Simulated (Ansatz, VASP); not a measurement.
One calculation of AlCo, two programs

Contents of INCAR:

```
SYSTEM = AlCo
  PREC = Accurate
  ENCUT = 520
  EDIFF = 1E-6
  ISMEAR = -1
  SIGMA = 0.05
  LREAL = .False.
  LASPH = .True.
  NELM = 60
  ALGO = Normal
  ISIF = 2
  LWAVE = .False.
  LCHARG = .False.
  GGA = PE
  NBANDS = 20
```

The input KPOINTS:

```
Automatic mesh
0
Gamma
  10 10 6
  0 0 0
```

Contents of POSCAR:

```
AlCo
1.0
    2.4127859875      0.0000000000      0.0000000000
   -1.2063929938      2.0895339591      0.0000000000
    0.0000000000      0.0000000000      6.9777142180
Co Al
2 2
Direct
    0.0000000000      0.0000000000      0.0000000000
    0.0000000000      0.0000000000      0.5000000000
    0.3333333333      0.6666666667      0.2500000000
    0.6666666667      0.3333333333      0.7500000000
```

Input for Ansatz:

```yaml
crystal:
  lattice:
    - [2.4127859875, 0.0, 0.0]
    - [-1.2063929938, 2.0895339591, 0.0]
    - [0.0, 0.0, 6.977714218]
  atoms:
    - { symbol: Co, position: [0.0, 0.0, 0.0] }
    - { symbol: Co, position: [0.0, 0.0, 0.5] }
    - { symbol: Al, position: [0.3333333333, 0.6666666667, 0.25] }
    - { symbol: Al, position: [0.6666666667, 0.3333333333, 0.75] }
kpoints:
  mp_grid: { grid: [10, 10, 6] }
scf:
  occupations: { method: fermi_dirac, width: 0.05 }
hamiltonian:
  xc: pbe
  pseudopotentials: { kind: all_electron, lapw: { basis_error: 0.001 } }
output:
  forces: true
  stress: true
  eigenvalues: true
  populations: true
```

Change from the starting cell: volume scaled by 0.72, LAPW.

Alike in both runs: task single point; functional PBE; k mesh 10 × 10 × 6; occupations fermi-dirac, width 0.05 eV; no spin polarisation.

|  | VASP | Ansatz |
| --- | --- | --- |
| version | VASP 6.6.1 | Ansatz 0.2.0 |
| potentials or method | VASP PAW PBE potentials, release 64 (Co, Al) | all-electron LAPW, scalar-relativistic |
| plane-wave cutoff (eV) | 520 | see its input |

Ansatz gave:

| Item | Value |
| --- | --- |
| pressure (GPa) | 105.5 |
| largest component of the traceless stress (GPa) | 0.33 |

**Question.** Which values does VASP return?

**Answer.** Pressure (GPa): 105.7; largest component of the traceless stress (GPa): 0.13.

Ansatz ran all-electron here, so the differences hold the error of VASP's frozen core and of both bases.

Caveats: the cell as given lies far from equilibrium; so large a pressure means that the cell lies far from this level's equilibrium, or that cutoff or potentials fall short (VASP). Spin polarisation is off, so any magnetic state and its effect on volume and gap are missing.
